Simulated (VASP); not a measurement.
Calculation: r2SCAN meta-GGA, VASP's PBE PAW potentials (set 64) (plane waves; VASP).

Input for VASP

KPOINTS:
```
Automatic mesh
0
Gamma
6 6 6
0 0 0
```

INCAR:
```
NELM = 100
SYSTEM = BaF2
LWAVE = .FALSE.
LASPH = .TRUE.
EDIFFG = -0.02   ! ionic stop
LMAXMIX = 4
ISMEAR = 0
SIGMA = 0.05   ! width (eV)
IBRION = 2   ! conjugate gradients
METAGGA = R2SCAN
EDIFF = 1E-6   ! SCF stop (eV)
ALGO = Normal
ISIF = 3
LMIXTAU = .TRUE.
NSW = 60
PREC = Accurate
LREAL = .FALSE.
LCHARG = .FALSE.
ENCUT = 520   ! plane-wave cut-off (eV)
```

File POSCAR:
```
BaF2
1
    0.0000000000     3.1128768919     3.1128768919
    3.1128768919    -0.0000000000     3.1128768919
    3.1128768919     3.1128768919     0.0000000000
Ba F
1 2
Direct
  0.0000000000   0.0000000000   0.0000000000
  0.2500000000   0.2500000000   0.2500000000
  0.7500000000   0.7500000000   0.7500000000
```

POTCAR, in this order: Ba_sv F (PBE.64 set). Program: vasp_std.

What VASP printed:

File OSZICAR:
```
       N       E                     dE             d eps       ncg     rms          rms(c)
DAV:   1     0.126563206291E+03    0.12656E+03   -0.13479E+04   512   0.143E+03
DAV:   2    -0.475867580759E+02   -0.17415E+03   -0.17101E+03   656   0.297E+02
DAV:   3    -0.541195514777E+02   -0.65328E+01   -0.65255E+01   696   0.670E+01
DAV:   4    -0.542068873464E+02   -0.87336E-01   -0.87314E-01   632   0.715E+00
DAV:   5    -0.542100250492E+02   -0.31377E-02   -0.31377E-02   736   0.822E-01    0.787E+00
DAV:   6    -0.460843484903E+02    0.81257E+01   -0.42392E+00   696   0.179E+01    0.349E+00
DAV:   7    -0.445818735641E+02    0.15025E+01   -0.16678E+00   528   0.139E+01    0.214E+00
DAV:   8    -0.483111295763E+02   -0.37293E+01   -0.11330E+00   528   0.126E+01    0.856E-01
DAV:   9    -0.446469832087E+02    0.36641E+01   -0.55632E-01   512   0.665E+00    0.968E-01
DAV:  10    -0.450276279636E+02   -0.38064E+00   -0.35859E-01   512   0.556E+00    0.287E-01
DAV:  11    -0.449251125175E+02    0.10252E+00   -0.43602E-02   512   0.205E+00    0.238E-01
DAV:  12    -0.450605553218E+02   -0.13544E+00   -0.72181E-02   512   0.282E+00    0.130E-01
DAV:  13    -0.450628168084E+02   -0.22615E-02   -0.16682E-03   632   0.467E-01    0.672E-02
DAV:  14    -0.450635663639E+02   -0.74956E-03   -0.10956E-03   592   0.289E-01    0.326E-02
DAV:  15    -0.450636784616E+02   -0.11210E-03   -0.18662E-04   544   0.161E-01    0.112E-02
DAV:  16    -0.450636028075E+02    0.75654E-04   -0.25770E-05   584   0.739E-02    0.543E-03
DAV:  17    -0.450638933980E+02   -0.29059E-03   -0.86556E-05   512   0.105E-01    0.852E-03
DAV:  18    -0.450638957516E+02   -0.23536E-05   -0.22229E-06   568   0.175E-02    0.587E-03
DAV:  19    -0.450638948748E+02    0.87679E-06   -0.16109E-06   392   0.138E-02
   1 F= -.45063895E+02 E0= -.45063895E+02  d E =-.450639E+02
```

**OUTCAR**
```
------------------------ aborting loop because EDIFF is reached ----------------------------------------
  FORCE on cell =-STRESS in cart. coord.  units (eV):
  Direction    XX          YY          ZZ          XY          YZ          ZX
  --------------------------------------------------------------------------------------
  Total        0.0338273      0.0338273      0.0338273      0.0000000      0.0000000      0.0000000
  in kB        0.8983834      0.8983834      0.8983834      0.0000000      0.0000000      0.0000000
  external PRESSURE =       0.8983834 kB  Pullay stress =       0.0000000 kB
  volume of cell :       60.33
      direct lattice vectors                 reciprocal lattice vectors
     0.000000000  3.112876892  3.112876892    -0.160623120  0.160623120  0.160623120
     3.112876892  0.000000000  3.112876892     0.160623120 -0.160623120  0.160623120
     3.112876892  3.112876892  0.000000000     0.160623120  0.160623120 -0.160623120
 POSITION                                       TOTAL-FORCE (eV/Angst)
 -----------------------------------------------------------------------------------
      0.00000      0.00000      0.00000         0.000000     -0.000000     -0.000000
      1.55644      1.55644      1.55644         0.000000      0.000000     -0.000000
      4.66932      4.66932      4.66932        -0.000000     -0.000000      0.000000
 -----------------------------------------------------------------------------------
    total drift:                                0.000000      0.000000      0.000000
  FREE ENERGIE OF THE ION-ELECTRON SYSTEM (eV)
  ---------------------------------------------------
  free  energy   TOTEN  =       -45.0638948748 eV

  energy  without entropy=      -45.0638948748  energy(sigma->0) =      -45.06389487

 reached required accuracy - stopping structural energy minimisation
```
(Selected blocks of OUTCAR.)

**OUTCAR**
```
 val. band max:       -2.6510972696   @ k =  -0.1667   0.1667   0.0000

 cond. band min:       4.6392261599   @ k =   0.0000   0.0000   0.0000


 Fermi energy:        -2.3471226616

 k-point     1 :       0.0000    0.0000    0.0000
  band No.  band energies     occupation
      1     -26.3096      2.00000
      2     -22.7070      2.00000
      3     -22.5948      2.00000
      4     -10.6791      2.00000
      5     -10.6791      2.00000
      6     -10.6791      2.00000
      7      -4.0789      2.00000
      8      -4.0789      2.00000
      9      -4.0789      2.00000
     10      -2.7145      2.00000
     11      -2.7145      2.00000
     12      -2.7145      2.00000
     13       4.6392      0.00000
     14       7.2124      0.00000
     15       7.2124      0.00000
     16       9.5233      0.00000

 k-point     2 :       0.1667    0.0000    0.0000
  band No.  band energies     occupation
      1     -26.2529      2.00000
      2     -22.7317      2.00000
      3     -22.6609      2.00000
      4     -10.7259      2.00000
      5     -10.7189      2.00000
      6     -10.7189      2.00000
      7      -3.9706      2.00000
      8      -3.9706      2.00000
      9      -3.8100      2.00000
     10      -2.8857      2.00000
     11      -2.7490      2.00000
     12      -2.7490      2.00000
     13       5.2166      0.00000
     14       7.1840      0.00000
     15       7.1840      0.00000
     16       9.2032      0.00000

 k-point     3 :       0.3333    0.0000    0.0000
  band No.  band energies     occupation
      1     -26.1316      2.00000
      2     -22.8460      2.00000
      3     -22.7389      2.00000
      4     -10.8071      2.00000
      5     -10.7954      2.00000
      6     -10.7954      2.00000
      7      -3.7712      2.00000
      8      -3.7712      2.00000
      9      -3.2746      2.00000
     10      -3.1528      2.00000
     11      -2.7961      2.00000
     12      -2.7961      2.00000
     13       6.3154      0.00000
...
```

Unless said otherwise, spin-orbit coupling is left out, though it shifts the bands of the heavy elements here.

The compound is BaF2 in the fluorite structure. It was relaxed first. The start is the result of an earlier pass.
